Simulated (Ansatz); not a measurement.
Starting cell, CaF2 (fluorite):

```
CaF2
1.0
    0.00000     2.71960     2.71960
    2.71960     0.00000     2.71960
    2.71960     2.71960     0.00000
Ca F
1 2
Direct
  0.00000   0.00000   0.00000
  0.25000   0.25000   0.25000
  0.75000   0.75000   0.75000
```

In this cell atom 3 (F, nearest neighbour Ca at 2.355 Å; its periodic images, 3.8 Å or more away, move with it) is moved by u·(0.707, 0.707, 0.000) + v·(0.000, 0.000, 1.000); the rest is frozen.

Calculation: r2SCAN (plane waves to 500 eV, PAW, scalar-relativistic; Ansatz, a first-principles code). k mesh 9×9×9 (Γ-centred), Fermi-Dirac smearing 0.05 eV. E stands for the smeared free energy. CaF2 was relaxed with its symmetry unable to fall. ΔE is measured from the undisplaced structure. Axes are in Å.

Problem. Give the computed ΔE (meV/cell) at all points of the grid u = -0.350, -0.175, 0.000, 0.175, 0.350 by v = -0.350, -0.175, 0.000, 0.175, 0.350.

Solution. ΔE (meV/cell), with u across and v down:

```
v \ u   -0.350  -0.175  0.000  0.175  0.350
------  ------  ------  -----  -----  -----
-0.350     438     348    321    348    438
-0.175     290     128     77    128    290
0.000      331      78      0     78    331
0.175      572     193     77    193    572
0.350     1046     488    321    488   1046
```

(A displaced cell: forces are minus the slopes of the energy, force constants its curvatures, and phonons follow from these.)
